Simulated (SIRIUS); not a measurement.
Al in SIRIUS: the effect of strain

Crystal: Al.

```xyz
5
Lattice="2.7564 0.0000 0.0000 -1.3782 2.4865 0.0000 0.0000 0.0000 11.6014" Properties=species:S:1:pos:R:3 pbc="T T T"
Al    1.3782    0.8288    9.2966
Al    0.0000    0.0000    0.0000
Al    0.0000    1.6577    2.3047
Al    1.3782    0.8288    4.6275
Al    0.0000    1.6577    6.9738
```

The cell isn't the ideal one: strain = -0.04 (xx).

Alike in all runs:

- Program: SIRIUS 7.10.0
- Task: single point
- Functional: PBE
- Potentials or basis: PseudoDojo 0.4.1 PBE standard (scalar relativistic)
- Cutoff: 557 eV
- Density cutoff: 2229 eV
- k mesh: 6 × 6 × 2
- Occupations: fermi-dirac, width 0.05 eV
- Spin: no spin polarisation
- Strain kind: xx
- Libxc names: ["XC_GGA_X_PBE", "XC_GGA_C_PBE"]
- Energy tol: 1e-08 Ha
- Density tol: 1e-06
- Mixer: anderson
- Mixing beta: 0.7
- Max scf: 100

```tsv
strain	pressure (GPa)	largest force (eV/Å)
-4 % (xx)	3.6	0.07
-2 % (xx)	?	?
-1 % (xx)	1.1	0.05
+0 % (xx)	0.2	0.05
+1 % (xx)	-0.5	0.05
+2 % (xx)	-1.2	0.06
+4 % (xx)	-2.5	0.06
```

Task: What does the run with strain -2 % (xx) give?

Result: Pressure 1.9 GPa; largest force 0.04 eV/Å.

Caveats: all runs use coarse meshes.
